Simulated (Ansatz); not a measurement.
## Band structure of Si2W

```
Si W
1.0
    -1.60600    1.60600    3.94000
     1.60600   -1.60600    3.94000
     1.60600    1.60600   -3.94000
Si W
2 1
Direct
  0.33300 0.33300 0.00000
  0.66700 0.66700 0.00000
  0.00000 0.00000 0.00000
```

Atom numbers follow the list: Si1, Si2, W3.

The cell is COD entry 1010283, as deposited and not checked against the literature; nothing was relaxed. It differs from other determinations.

Spin–orbit coupling is left out, though it moves levels of the heavy atoms by tenths of an eV or more.

The calculation used Ansatz 0.2.0, DFT, PBE, all-electron LAPW, scalar-relativistic.

Sampling and basis: a Γ-centred 18×18×18 k mesh, Fermi–Dirac smearing of 0.03 eV, basis error target 0.5 meV/atom, no spin polarisation.

Points in fractions of the reciprocal vectors of this cell: Γ (0, 0, 0), X (0, 0, 0.5), P (0.25, 0.25, 0.25), N (0, 0.5, 0), M (0.5, 0.5, -0.5), S (0.292, 0.708, -0.292), S0 (-0.292, 0.292, 0.292). The path joins them by straight lines in the order Γ–X–P–N–Γ–M–S–S0–Γ; legs that retrace an earlier one aren't tabulated. Energies are in eV from the Fermi level.

Q: Is there a gap?

A: none: bands cross the Fermi level, a metal.

Q: List the levels between -14 and 4.5 eV at the symmetry points.

A: 
Γ: -6.81, -3.85, -3.28, -2.85 (×2), 0.68, 2.68, 2.89, 3.19 (×2)
X: -9.45, -7.02, -6.02, -5.56, -5.04, -3.28, -1.69, 2.63, 2.99, 3.12, 3.75, 4.33
P: -9.33, -6.71, -6.61 (×2), -3.09, -2.41 (×2), -0.03, 2.99, 3.68, 4.03 (×2)
N: -10.10, -9.85, -5.71, -4.84, -2.79, -2.70, -0.43, 2.73, 2.74, 3.92, 4.31
M: -11.89, -10.92, -3.79, -2.63, -0.85 (×2), -0.51 (×2), 0.85, 4.31
S: -10.09, -9.33, -7.70, -3.03, -2.61, -2.55, -0.32, 1.74, 2.60, 3.48, 4.35, 4.45
S0: -10.09, -9.33, -7.70, -3.03, -2.61, -2.55, -0.32, 1.74, 2.60, 3.48, 4.35, 4.45
